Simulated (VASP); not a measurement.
# Si16Ge (a cell with a defect): single point with PBE+D3(BJ)

Si16Ge (a cell with a defect):

```
CELL_PARAMETERS angstrom
0.00000 5.43000 5.43000
5.43000 0.00000 5.43000
5.43000 5.43000 0.00000
ATOMIC_POSITIONS crystal
Si 0.99506 0.99267 0.99439
Si 0.14968 0.05184 0.14918
Si 0.99506 0.99266 0.51777
Si 0.11334 0.13905 0.62374
Si 0.02396 0.42958 0.02318
Si 0.10775 0.61864 0.10720
Si 0.97659 0.51084 0.50626
Si 0.10775 0.61863 0.66628
Si 0.51833 0.99229 0.99462
Si 0.62440 0.13867 0.11282
Si 0.48381 0.04952 0.48327
Si 0.62439 0.13869 0.62397
Si 0.50678 0.51048 0.97643
Si 0.66688 0.61826 0.10737
Si 0.50669 0.51051 0.50617
Si 0.60823 0.67532 0.60812
Ge 0.29362 0.61960 0.29327
```

The cell was built by a generator and needn't be a form met in nature.

```json
{"Program": "VASP 6.6.1", "Task": "single point", "Functional": "PBE", "Dispersion": "D3(BJ)", "Potentials or basis": "VASP PAW PBE potentials, release 64 (Si, Ge_d)", "Cutoff": "520 eV", "k mesh": "2 × 2 × 2", "Occupations": "gaussian, width 0.05 eV", "Spin": "no spin polarisation"}
```

- Pressure: 2.6 GPa
- Largest force: 0.091 eV/Å
- Band gap on the k mesh: none (metal or under the smearing width)
- Dispersion energy per atom: -0.333 eV

Forces on the atoms (eV/Å):
```
Si   0.001 -0.006  0.000
Si  -0.005  0.005 -0.002
Si   0.006 -0.001  0.001
Si  -0.004  0.004  0.010
Si  -0.009  0.007 -0.013
Si  -0.017 -0.018 -0.015
Si  -0.008  0.007  0.028
Si   0.018  0.017 -0.016
Si   0.002 -0.002  0.008
Si   0.013  0.004 -0.004
Si  -0.027  0.027 -0.030
Si  -0.005 -0.013 -0.004
Si   0.025  0.004 -0.007
Si  -0.017  0.017  0.020
Si  -0.004 -0.024 -0.006
Si  -0.023  0.024 -0.021
Ge   0.053 -0.052  0.053
```

Stress tensor (GPa, compression positive):
```
 2.63  0.87 -0.86
 0.87  2.64  0.86
-0.86  0.86  2.64
```

Levels at points of the mesh, in eV from the Fermi level:
| k point | band 35 | band 36 | band 37 | band 38 | band 39 | band 40 | band 41 | band 42 | band 43 | band 44 |
| --- | --- | --- | --- | --- | --- | --- | --- | --- | --- | --- |
| (0.00, 0.00, 0.00) | -1.39 | -1.07 | -0.56 | -0.54 | -0.54 | -0.05 | -0.05 | 0.27 | 0.27 | 0.78 |
| (0.50, 0.00, 0.00) | -1.41 | -1.39 | -1.33 | -0.88 | -0.20 | 0.23 | 0.77 | 0.90 | 1.08 | 1.33 |
| (0.00, 0.50, 0.00) | -1.29 | -1.29 | -1.19 | -1.19 | -0.21 | 0.44 | 0.45 | 1.19 | 1.26 | 1.26 |
| (0.00, 0.00, 0.50) | -1.41 | -1.39 | -1.33 | -0.88 | -0.20 | 0.23 | 0.77 | 0.90 | 1.08 | 1.33 |
| (0.50, 0.50, 0.50) | -1.41 | -1.39 | -1.33 | -0.88 | -0.20 | 0.23 | 0.77 | 0.90 | 1.08 | 1.33 |
| (0.50, 0.50, 0.00) | -1.96 | -1.81 | -1.69 | -0.83 | 0.01 | 0.45 | 1.33 | 1.46 | 1.74 | 1.91 |
| (0.00, 0.50, 0.50) | -1.96 | -1.81 | -1.69 | -0.83 | 0.01 | 0.45 | 1.33 | 1.46 | 1.74 | 1.91 |
| (0.50, 0.00, 0.50) | -1.96 | -1.81 | -1.69 | -0.84 | 0.01 | 0.45 | 1.33 | 1.46 | 1.74 | 1.91 |

Wall time 3.5 min on 1 thread of Intel(R) Xeon(R) Platinum 8559C (Emerald Rapids), on a shared host, peak memory 0.49 GiB.

Caveat: the k mesh is coarse (spacing up to 0.50 Å⁻¹), so the values aren't converged.
